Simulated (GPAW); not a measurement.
# C (Fd-3m) in GPAW: settings compared

The runs below take C through equation of state, band structure, with PBE, PW91.

Program: GPAW 26.7.0. These are calculated values, not measurements. Logs are shortened: lines on timing, memory, paths and dates and some standing lists are left out, and cuts for length are marked. The log counts tension as positive stress, the text compression.

**Measured values to compare with.**

From “Equation of state of cubic boron nitride at high pressures and temperatures”, 2007, arxiv:cond-mat/0702656, for a bulk crystal of C: bulk modulus 442 ± 5 GPa.

The results are compared with them further down.

## (1) Starting point

It takes space group Fd-3m (No. 227, cubic). Conventional cell: a = 3.567 Å, b = 3.567 Å, c = 3.567 Å, α = 90.00°, β = 90.00°, γ = 90.00°. C (site symmetry -43m) is surrounded by 4 C at 1.54 Å.

This isn't the form of C at room conditions, which is graphite.

## (2) Equation of state, PBE

Contents of run.py:

```python
from ase.eos import EquationOfState
from ase.io import Trajectory, read
from ase.units import GPa
from gpaw import GPAW

atoms = read('C.cif')

traj = Trajectory('eos.traj', 'w')
volumes, energies = [], []
for x in [0.94, 0.96, 0.98, 1.0, 1.02, 1.04, 1.06]:
    a = atoms.copy()
    a.set_cell(atoms.cell * x**(1 / 3), scale_atoms=True)
    calc = GPAW(mode='lcao',
                h=0.18,
                basis='dz(dzp)',
                xc='PBE',
                kpts={'size': (10, 10, 10), 'gamma': True},
                occupations={'name': 'fermi-dirac', 'width': 0.05},
                convergence={'density': 1e-05, 'energy': 1e-05},
                maxiter=150,
                txt=f'eos-{x:.2f}.txt')
    a.calc = calc
    energies.append(a.get_potential_energy(force_consistent=True))
    volumes.append(a.get_volume())
    calc.write(f'eos-{x:.2f}.gpw')
    traj.write(a)
    print(f'{x:.2f} {volumes[-1]:10.4f} A^3 {energies[-1]:14.6f} eV', flush=True)

v0, e0, B = EquationOfState(volumes, energies, eos='birchmurnaghan').fit()
print(f'V0 = {v0:.4f} A^3, E0 = {e0:.6f} eV, B0 = {B / GPa:.2f} GPa')
```

Contents of C.cif:

```cif
data_C
_cell_length_a 2.52206604
_cell_length_b 2.52206604
_cell_length_c 2.52206604
_cell_angle_alpha 60.00000000
_cell_angle_beta 60.00000000
_cell_angle_gamma 60.00000000
_space_group_name_H-M_alt 'P1'
_space_group_name_Hall 'P 1'
_space_group_IT_number 1
loop_
_space_group_symop_operation_xyz
'x,y,z'
loop_
_atom_site_label
_atom_site_type_symbol
_atom_site_symmetry_multiplicity
_atom_site_Wyckoff_symbol
_atom_site_fract_x
_atom_site_fract_y
_atom_site_fract_z
_atom_site_occupancy
C1 C 1 a 0.7500000000 0.7500000000 0.7500000000 1
C2 C 1 a 0.5000000000 0.5000000000 0.5000000000 1
```

Potentials or basis: GPAW PAW data sets (gpaw-data 1.2.1), lcao:dz(dzp).

On the command line:

```
$ OMP_NUM_THREADS=1 python run.py
```

What it wrote:

```text
__  _  _
 | _ |_)|_||  |
 |__||  | ||/\| - 26.7.0

Input parameters:
  mode=LCAO(),
  basis={'default': 'dz(dzp)'},
  convergence={'density': 1e-05, 'energy': 1e-05},
  h=0.18,
  kpts=MonkhorstPack(size=(10, 10, 10), gamma=True),
  maxiter=150,
  occupations=Occupations(name='fermi-dirac', width=0.05),
  xc=XC(name='PBE')

           C
       C

Atoms  # Å, Bohr magnetons
|   | symbol |        x |        y |        z |    initial magnetic moments |
|---|--------|----------|----------|----------|-----------------------------|
| 0 |      C | 3.731970 | 2.154654 | 1.523570 | ( 0.0000,  0.0000,  0.0000) |
| 1 |      C | 2.487980 | 1.436436 | 1.015714 | ( 0.0000,  0.0000,  0.0000) |

Unit cell  # Å
| periodic |        x |        y |        z |  lengths |    angles |
|----------|----------|----------|----------|----------|-----------|
|      yes | 2.487980 | 0.000000 | 0.000000 | 2.487980 | 60.000000 |
|      yes | 1.243990 | 2.154654 | 0.000000 | 2.487980 | 60.000000 |
|      yes | 1.243990 | 0.718218 | 2.031427 | 2.487980 | 60.000000 |

Number of symmetries: 24
Symmetry operations  # r_c * U_cc + t_c -> r_c
|    | kind |            matrix            |
|----|------|------------------------------|
|  0 |  E   |  1, 0, 0,  0, 1, 0,  0, 0, 1 |
|  1 |  σ   |  1, 0, 0,  0, 0, 1,  0, 1, 0 |
|  2 |  σ   |  1, 0,-1,  0, 1,-1,  0, 0,-1 |
|  3 |  C3  |  1, 0,-1,  0, 0,-1,  0, 1,-1 |
|  4 |  C3  |  1,-1, 0,  0,-1, 1,  0,-1, 0 |
|  5 |  σ   |  1,-1, 0,  0,-1, 0,  0,-1, 1 |
|  6 |  σ   |  0, 1, 0,  1, 0, 0,  0, 0, 1 |
|  7 |  C3  |  0, 1, 0,  0, 0, 1,  1, 0, 0 |
|  8 |  C2  |  0, 1,-1,  1, 0,-1,  0, 0,-1 |
|  9 |  S4  |  0, 1,-1,  0, 0,-1,  1, 0,-1 |
| 10 |  C3  |  0, 0, 1,  1, 0, 0,  0, 1, 0 |
| 11 |  σ   |  0, 0, 1,  0, 1, 0,  1, 0, 0 |
| 12 |  S4  |  0, 0,-1,  1, 0,-1,  0, 1,-1 |
| 13 |  C3  |  0, 0,-1,  0, 1,-1,  1, 0,-1 |
| 14 |  S4  |  0,-1, 1,  1,-1, 0,  0,-1, 0 |
| 15 |  C2  |  0,-1, 1,  0,-1, 0,  1,-1, 0 |
| 16 |  C3  |  0,-1, 0,  1,-1, 0,  0,-1, 1 |
| 17 |  S4  |  0,-1, 0,  0,-1, 1,  1,-1, 0 |
| 18 |  S4  | -1, 1, 0, -1, 0, 1, -1, 0, 0 |
| 19 |  C3  | -1, 1, 0, -1, 0, 0, -1, 0, 1 |
| 20 |  C3  | -1, 0, 1, -1, 1, 0, -1, 0, 0 |
| 21 |  S4  | -1, 0, 1, -1, 0, 0, -1, 1, 0 |
| 22 |  σ   | -1, 0, 0, -1, 1, 0, -1, 0, 1 |
| 23 |  C2  | -1, 0, 0, -1, 0, 1, -1, 1, 0 |

BZ-sampling:
  Number of BZ points: 1000
  Number of IBZ points: 47

  Monkhorst-Pack size: [10, 10, 10]
  Monkhorst-Pack shift: [0.05, 0.05, 0.05]

K-points  # in reciprocal-cell coordinates
|     |                                coordinates |     weight |
|-----|--------------------------------------------|------------|
|   0 | (  0.00000000,   0.00000000,   0.00000000) | 0.00100000 |
|   1 | (  0.10000000,   0.10000000,   0.00000000) | 0.00600000 |
|   2 | (  0.10000000,   0.10000000,   0.10000000) | 0.00800000 |
|   3 | (  0.20000000,   0.10000000,   0.10000000) | 0.01200000 |
|   4 | (  0.20000000,   0.20000000,   0.00000000) | 0.00600000 |
|   5 | (  0.20000000,   0.20000000,   0.10000000) | 0.02400000 |
|   6 | (  0.20000000,   0.20000000,   0.20000000) | 0.00800000 |
|   7 | (  0.30000000,   0.20000000,   0.10000000) | 0.02400000 |
|   8 | (  0.30000000,   0.20000000,   0.20000000) | 0.02400000 |
|   9 | (  0.30000000,   0.30000000,   0.00000000) | 0.00600000 |
| ... |                                            |            |
|  46 | (  0.50000000,   0.50000000,   0.50000000) | 0.00400000 |

basis functions: 16
Spin-components: 1 (collinear spins)
Bands:           8
Projectors:      10
Spin-degeneracy: 2
Datatype:        <class 'complex'>

Parallelization:
  kpt:    1
  domain: 1
  band:   1

Density:
  Valence electrons: 8.0
  Components: 1
  Grid points: [12 12 12]
  Charge: 0.0  # |e|

Potential:
  Grid points: [12 12 12]

species:
  C:
    name:    Carbon
    Z:       6.0
    valence: 4
    core:    2
    charge:  0.0  # [|e|]
    compensation charges:
      type: gauss
      rc: 0.20  # [Å]
      lmax: 2
    cutoffs:
      filter: 1.14  # [Å]
      core: 1.14  # [Å]
    projectors
    | kind |    occ | energy [eV] | rcut [Å] |
    |------|--------|-------------|----------|
    |   2s |  2.000 |     -13.751 |    0.635 |
    |   2p |  2.000 |      -5.284 |    0.635 |
    |    s |        |      13.461 |    0.635 |
    |    p |        |      21.927 |    0.635 |
    |    d |        |       0.000 |    0.635 |

    LCAO basis set for C:
      Name: dz(dzp)
      File: <dir>
      Number of radial functions: 4
      Number of spherical harmonics: 8
        l=0, rc=5.5469 Bohr: 2s-sz confined orbital
        l=1, rc=6.6719 Bohr: 2p-sz confined orbital
        l=0, rc=3.0312 Bohr: 2s-dz split-valence wave
        l=1, rc=3.7500 Bohr: 2p-dz split-valence wave
      Number of RI-basis functions 0

Reference energy: -2055.256231  # eV

eigensolver:
  <gpaw.new.lcao.eigensolver.LCAOEigensolver object>
density mixing:
  MSR1-Mixer
  Pratt-step length: 0.05
  Maximum mixing coefficient: 0.75
  Old densities: 10
[... 45 lines left out ...]
|  5 |  σ   |  1,-1, 0,  0,-1, 0,  0,-1, 1 |
|  6 |  σ   |  0, 1, 0,  1, 0, 0,  0, 0, 1 |
|  7 |  C3  |  0, 1, 0,  0, 0, 1,  1, 0, 0 |
|  8 |  C2  |  0, 1,-1,  1, 0,-1,  0, 0,-1 |
|  9 |  S4  |  0, 1,-1,  0, 0,-1,  1, 0,-1 |
| 10 |  C3  |  0, 0, 1,  1, 0, 0,  0, 1, 0 |
| 11 |  σ   |  0, 0, 1,  0, 1, 0,  1, 0, 0 |
| 12 |  S4  |  0, 0,-1,  1, 0,-1,  0, 1,-1 |
| 13 |  C3  |  0, 0,-1,  0, 1,-1,  1, 0,-1 |
| 14 |  S4  |  0,-1, 1,  1,-1, 0,  0,-1, 0 |
| 15 |  C2  |  0,-1, 1,  0,-1, 0,  1,-1, 0 |
| 16 |  C3  |  0,-1, 0,  1,-1, 0,  0,-1, 1 |
| 17 |  S4  |  0,-1, 0,  0,-1, 1,  1,-1, 0 |
| 18 |  S4  | -1, 1, 0, -1, 0, 1, -1, 0, 0 |
| 19 |  C3  | -1, 1, 0, -1, 0, 0, -1, 0, 1 |
| 20 |  C3  | -1, 0, 1, -1, 1, 0, -1, 0, 0 |
| 21 |  S4  | -1, 0, 1, -1, 0, 0, -1, 1, 0 |
| 22 |  σ   | -1, 0, 0, -1, 1, 0, -1, 0, 1 |
| 23 |  C2  | -1, 0, 0, -1, 0, 1, -1, 1, 0 |

BZ-sampling:
  Number of BZ points: 1000
  Number of IBZ points: 47

  Monkhorst-Pack size: [10, 10, 10]
  Monkhorst-Pack shift: [0.05, 0.05, 0.05]

K-points  # in reciprocal-cell coordinates
|     |                                coordinates |     weight |
|-----|--------------------------------------------|------------|
|   0 | (  0.00000000,   0.00000000,   0.00000000) | 0.00100000 |
|   1 | (  0.10000000,   0.10000000,   0.00000000) | 0.00600000 |
|   2 | (  0.10000000,   0.10000000,   0.10000000) | 0.00800000 |
|   3 | (  0.20000000,   0.10000000,   0.10000000) | 0.01200000 |
|   4 | (  0.20000000,   0.20000000,   0.00000000) | 0.00600000 |
|   5 | (  0.20000000,   0.20000000,   0.10000000) | 0.02400000 |
|   6 | (  0.20000000,   0.20000000,   0.20000000) | 0.00800000 |
|   7 | (  0.30000000,   0.20000000,   0.10000000) | 0.02400000 |
|   8 | (  0.30000000,   0.20000000,   0.20000000) | 0.02400000 |
|   9 | (  0.30000000,   0.30000000,   0.00000000) | 0.00600000 |
| ... |                                            |            |
|  46 | (  0.50000000,   0.50000000,   0.50000000) | 0.00400000 |

basis functions: 16
Spin-components: 1 (collinear spins)
Bands:           8
Projectors:      10
Spin-degeneracy: 2
Datatype:        <class 'complex'>

Parallelization:
  kpt:    1
  domain: 1
  band:   1

Density:
  Valence electrons: 8.0
  Components: 1
  Grid points: [12 12 12]
  Charge: 0.0  # |e|

Potential:
  Grid points: [12 12 12]

species:
  C:
    name:    Carbon
    Z:       6.0
    valence: 4
    core:    2
    charge:  0.0  # [|e|]
    compensation charges:
      type: gauss
      rc: 0.20  # [Å]
      lmax: 2
    cutoffs:
      filter: 1.14  # [Å]
      core: 1.14  # [Å]
    projectors
    | kind |    occ | energy [eV] | rcut [Å] |
    |------|--------|-------------|----------|
    |   2s |  2.000 |     -13.751 |    0.635 |
    |   2p |  2.000 |      -5.284 |    0.635 |
    |    s |        |      13.461 |    0.635 |
    |    p |        |      21.927 |    0.635 |
    |    d |        |       0.000 |    0.635 |

    LCAO basis set for C:
      Name: dz(dzp)
      File: <dir>
      Number of radial functions: 4
      Number of spherical harmonics: 8
        l=0, rc=5.5469 Bohr: 2s-sz confined orbital
        l=1, rc=6.6719 Bohr: 2p-sz confined orbital
        l=0, rc=3.0312 Bohr: 2s-dz split-valence wave
        l=1, rc=3.7500 Bohr: 2p-dz split-valence wave
      Number of RI-basis functions 0

Reference energy: -2055.256231  # eV

eigensolver:
  <gpaw.new.lcao.eigensolver.LCAOEigensolver object>
density mixing:
  MSR1-Mixer
  Pratt-step length: 0.05
  Maximum mixing coefficient: 0.75
  Old densities: 10
  SVD Regularization: 0.005
  Good broyden scale: 1.0
  Trust region scale: 1.0
  Backstep threshold: 4.0
  History deletion threshold: 6.0
  Fourier metric: weight=20.0, sigma=0.015

occupation numbers:
  Fermi-Dirac:
    width: 0.0500  # eV

FastPoissonSolver using
    Stencil: 12*3+1=37 point O(h^6) finite-difference Laplacian
    FFT axes: [np.int64(0), np.int64(1), np.int64(2)]
    FST axes: []

xc functional:
  name: PBE with 2 nearest neighbor stencil
interpolation: tri-quintic # 5. degree polynomial

convergence criteria:
- Maximum integral of absolute [dens]ity change: 1e-05 electrons / valence electron
- Maximum [total energy] change in last 3 cyles: 1e-05 eV / valence electron
- Maximum integral of absolute [eigenst]ate change: 4e-08 eV^2 / valence electron
maximum number of iterations: 150

SCF iterations
|iter     | |      energy | eigst |  dens |
|---------|-|-------------|-------|-------|
|iter:   1| |  -17.571108 |      c|       |
|iter:   2| |  -17.537480 |      c| -0.94 |
|iter:   3| |  -17.331627 |      c| -0.96 |
|iter:   4| |  -17.331470 |      c| -1.59 |
|iter:   5| |  -17.331891 |      c| -2.50 |
|iter:   6| |  -17.331921 |      c| -3.19 |
|iter:   7| |  -17.331922c|      c| -4.89 |
|iter:   8| |  -17.331922c|      c| -5.44c|

Converged in 8 steps
Energy contributions relative to reference atoms: (reference = -2055.256231)

Energy contributions:
  Kinetic:          22.272798
  Coulomb:         -19.994429
  Zero:              0.297214
  External:          0.000000
  Xc:              -19.907505
  Entropy:          -0.000000
  Spinorbit:         0.000000
  ----------------------------
  Free energy:     -17.331922
  Extrapolated:    -17.331922

dipole moment: (3.009355, 1.737452, 1.228564)  # |e|*Ang

Fermi level: 14.684
Eigenvalues  # (at kpt = [0.000, 0.000, 0.000])
| band index |      eig [eV] | occ [0-2] |
|------------|---------------|-----------|
|          0 |        -9.333 |     2.000 |
|          1 |        13.021 |     2.000 |
|          2 |        13.021 |     2.000 |
|          3 |        13.027 |     2.000 |
|          4 |        18.781 |     0.000 |
|          5 |        18.781 |     0.000 |
|          6 |        18.793 |     0.000 |
|          7 |        27.563 |     0.000 |

Gap: 5.132 eV
Transition (v -> c):
  (s=0, k=0, n=3, [0.00, 0.00, 0.00]) -> (s=0, k=24, n=4, [0.40, 0.40, 0.00])
Direct/indirect transitions are different
Direct gap: 5.754 eV
Transition at: (s=0, k=0, n=3, [0.00, 0.00, 0.00])
# Writing to eos-0.96.gpw (mode='')
```

It took 72 s on 1 thread of Arm Neoverse V2, shared host; peak memory 0.15 GiB.

The run converged, but some of its settings lie outside the range that counts as converged, so its numbers aren't taken as properties of the crystal.

Results:

- Equilibrium volume: 5.73 Å³/atom (rough: see the caveat)
- Bulk modulus: 470 GPa (rough)

Caveat: the fit is doubtful: noisy points or a state that changes with volume; the real-space grid adds noise to forces; the basis of atomic orbitals isn't converged, which shifts pressures, moduli and gaps.

## (3) Equation of state, PBE

Edit run.py of step 2 so:

```diff
@@ -5,3 +5,3 @@
 
-atoms = read('C.cif')
+atoms = read('POSCAR')
 
@@ -14,3 +14,3 @@
                 h=0.18,
-                basis='dz(dzp)',
+                basis='sz(dzp)',
                 xc='PBE',
```

Contents of POSCAR:

```
C
1.0
    0.0000000000      1.7833700000      1.7833700000
    1.7833700000      0.0000000000      1.7833700000
    1.7833700000      1.7833700000      0.0000000000
C
2
Direct
    0.7500000000      0.7500000000      0.7500000000
    0.5000000000      0.5000000000      0.5000000000
```

Potentials or basis: GPAW PAW data sets (gpaw-data 1.2.1), lcao:sz(dzp).

On the command line:

```
$ OMP_NUM_THREADS=1 python run.py
```

It took 49 s on 1 thread of Arm Neoverse V2, shared host; peak memory 0.15 GiB.

The run converged, but some of its settings lie outside the range that counts as converged, so its numbers aren't taken as properties of the crystal.

What came out:

```
Equilibrium volume : 5.80 Å³/atom (rough: see the caveat)
Bulk modulus       : 473 GPa (rough)
```

Caveat: the fit is doubtful: noisy points or a state that changes with volume; the real-space grid adds noise to forces; the basis of atomic orbitals isn't converged, which shifts pressures, moduli and gaps.

## (4) Equation of state, PW91

Contents of run.py:

```python
from ase.eos import EquationOfState
from ase.io import Trajectory, read
from ase.units import GPa
from gpaw import GPAW, PW, setup_paths

setup_paths.insert(0, '.')

atoms = read('C.xyz')

traj = Trajectory('eos.traj', 'w')
volumes, energies = [], []
for x in [0.94, 0.96, 0.98, 1.0, 1.02, 1.04, 1.06]:
    a = atoms.copy()
    a.set_cell(atoms.cell * x**(1 / 3), scale_atoms=True)
    calc = GPAW(mode=PW(800),
                xc='GGA_X_PW91+GGA_C_PW91',
                kpts={'size': (10, 10, 10), 'gamma': True},
                occupations={'name': 'fermi-dirac', 'width': 0.05},
                nbands=11,
                convergence={'density': 1e-05, 'energy': 1e-05},
                maxiter=150,
                txt=f'eos-{x:.2f}.txt')
    a.calc = calc
    energies.append(a.get_potential_energy(force_consistent=True))
    volumes.append(a.get_volume())
    p = -a.get_stress()[:3].mean() / GPa
    calc.write(f'eos-{x:.2f}.gpw')
    traj.write(a)
    print(f'{x:.2f} {volumes[-1]:10.4f} A^3 {energies[-1]:14.6f} eV {p:9.3f} GPa', flush=True)

v0, e0, B = EquationOfState(volumes, energies, eos='birchmurnaghan').fit()
print(f'V0 = {v0:.4f} A^3, E0 = {e0:.6f} eV, B0 = {B / GPa:.2f} GPa')
```

Contents of C.xyz:

```xyz
2
Lattice="0.0000000000 1.7833700000 1.7833700000 1.7833700000 0.0000000000 1.7833700000 1.7833700000 1.7833700000 0.0000000000" Properties=species:S:1:pos:R:3 pbc="T T T"
C      2.6750550000      2.6750550000      2.6750550000
C      1.7833700000      1.7833700000      1.7833700000
```

Potentials or basis: PAW data sets generated in the run's folder for this functional, pw.

On the command line:

```
$ gpaw-setup -f GGA_X_PW91+GGA_C_PW91 C
$ OMP_NUM_THREADS=1 python run.py
```

It took 46 s on 1 thread of Arm Neoverse V2, shared host; peak memory 0.18 GiB.

Results (log left out):

* Equilibrium volume: 5.69 Å³/atom
* Bulk modulus: 433 GPa
* Pressure derivative of the bulk modulus: 3.8

Energy against volume, from the lowest point:
```csv
volume (Å³/atom),energy (meV/atom)
5.332,34.56
5.445,15.71
5.558,4.45
5.672,0.00
5.785,1.77
5.899,9.27
6.012,21.89
```

## (5) Band structure, PW91

Contents of run.py:

```python
from ase.dft.bandgap import bandgap
from ase.io import read, write
from ase.units import GPa
from gpaw import GPAW, PW, setup_paths

setup_paths.insert(0, '.')

atoms = read('C.xyz')

calc = GPAW(mode=PW(800),
            xc='GGA_X_PW91+GGA_C_PW91',
            kpts={'size': (10, 10, 10), 'gamma': True},
            occupations={'name': 'fermi-dirac', 'width': 0.05},
            nbands=11,
            convergence={'density': 1e-05, 'energy': 1e-05},
            maxiter=150,
            txt='gpaw.txt')
atoms.calc = calc
energy = atoms.get_potential_energy()
forces = atoms.get_forces()
stress = atoms.get_stress()
calc.write('gs.gpw')
write('result.traj', atoms)
print(f'Energy: {energy:.6f} eV')
print('Forces (eV/A):')
print(forces.round(4))
print('Stress (GPa):', (stress / GPa).round(3))
print('Fermi level:', round(calc.get_fermi_level(), 4), 'eV')
print(f'Gap: {bandgap(calc)[0]:.4f} eV, direct: {bandgap(calc, direct=True)[0]:.4f} eV')

path = atoms.cell.bandpath('GXWKGLUWLK,UX', npoints=80, eps=1e-4)
bs_calc = calc.fixed_density(kpts=path, symmetry='off', nbands=18,
                             convergence={'bands': 'CBM+6.0', 'eigenstates': 1e-6}, txt='bands.txt')
bs = bs_calc.band_structure()
bs.write('bs.json')
print(f'Gap on the path: {bandgap(bs_calc)[0]:.4f} eV')
```

C.xyz is that of step 4.

On the command line:

```
$ gpaw-setup -f GGA_X_PW91+GGA_C_PW91 C
$ OMP_NUM_THREADS=1 python run.py
```

Run time: 15 s. Hardware: 1 thread of Arm Neoverse V2, shared host; peak memory 0.16 GiB.

The run converged. Its results:

```
Free energy             : -18.2204 eV
Pressure                : 0.9 GPa
Band gap on the k mesh  : 4.22 eV, indirect (least direct gap 5.62 eV)
Band gap along the path : 4.17 eV, indirect (least direct gap 5.62 eV)
```

Levels at the corners of the path, in eV from the valence-band top:
```csv
point,band 2,band 3,band 4,band 5,band 6,band 7
Γ,0.00,0.00,0.00,5.62,5.62,5.62
X,-12.73,-6.28,-6.28,4.81,4.81,16.79
W,-11.94,-8.29,-8.29,10.65,10.65,12.33
K,-11.70,-9.28,-5.34,5.72,10.77,14.37
Γ,0.00,0.00,0.00,5.62,5.62,5.62
L,-13.33,-2.79,-2.79,8.49,8.49,8.87
U,-11.70,-9.28,-5.34,5.72,10.77,14.37
W,-11.94,-8.29,-8.29,10.65,10.65,12.33
L,-13.33,-2.79,-2.79,8.49,8.49,8.87
K,-11.70,-9.28,-5.34,5.72,10.77,14.37
U,-11.70,-9.28,-5.34,5.72,10.77,14.37
X,-12.73,-6.28,-6.28,4.81,4.81,16.79
```

As with any semilocal functional, this PW91 gap is likely too small.

## (6) Comparison with measurements

Step 4. A measured bulk modulus of C is 442 GPa (quoted in “Equation of state of cubic boron nitride at high pressures and temperatures”, 2007, arxiv:cond-mat/0702656); the calculated 433 GPa misses it by -1.9 %. 3 values of this kind are on record (442 to 444.8 GPa); this one was drawn at random among those near their median, those with a stated uncertainty first. The fit is for a static lattice scaled at fixed shape and fixed fractional positions. The cell as given is a measured one (5.67 Å³/atom); PW91 puts the equilibrium volume +0.4 % from it, thermal expansion not counted.
